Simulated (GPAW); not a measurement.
## Hf: single point with RPBE

Crystal: Hf.

```
Hf
1.0
    -1.80500    1.80500    1.80500
     1.80500   -1.80500    1.80500
     1.80500    1.80500   -1.80500
Hf
1
Direct
  0.00000 0.00000 0.00000
```

This isn't the form of Hf at room conditions, which is hcp.

```
Program             : GPAW 26.7.0
Task                : single point
Functional          : RPBE
Potentials or basis : the program's PAW data sets (release 1.2.1) made for this functional
Cutoff              : 600 eV
Basis               : pw
k mesh              : 10 × 10 × 10
Occupations         : gaussian, width 0.1 eV
Spin                : no spin polarisation
```

```yaml
Pressure: -1.9 GPa
Band_gap_on_the_k_mesh: none (metal or under the smearing width)
```

Levels at points of the mesh, in eV from the Fermi level:
```tsv
k point	band 3	band 4	band 5	band 6	band 7	band 8	band 9	band 10
(0.00, 0.00, 0.00)	-30.11	-30.11	-6.84	1.52	1.52	1.52	4.13	4.13
(0.50, 0.50, 0.00)	-30.33	-30.11	-3.19	-0.38	0.82	3.95	4.89	7.17
(0.50, 0.50, 0.50)	-30.59	-30.59	-2.36	-2.36	6.41	6.41	6.41	6.82
```

It took 8.2 s on 1 thread of Arm Neoverse V2 (shared host), peak memory 0.14 GiB.

The run has no spin-orbit coupling, so splittings on Hf are missing.
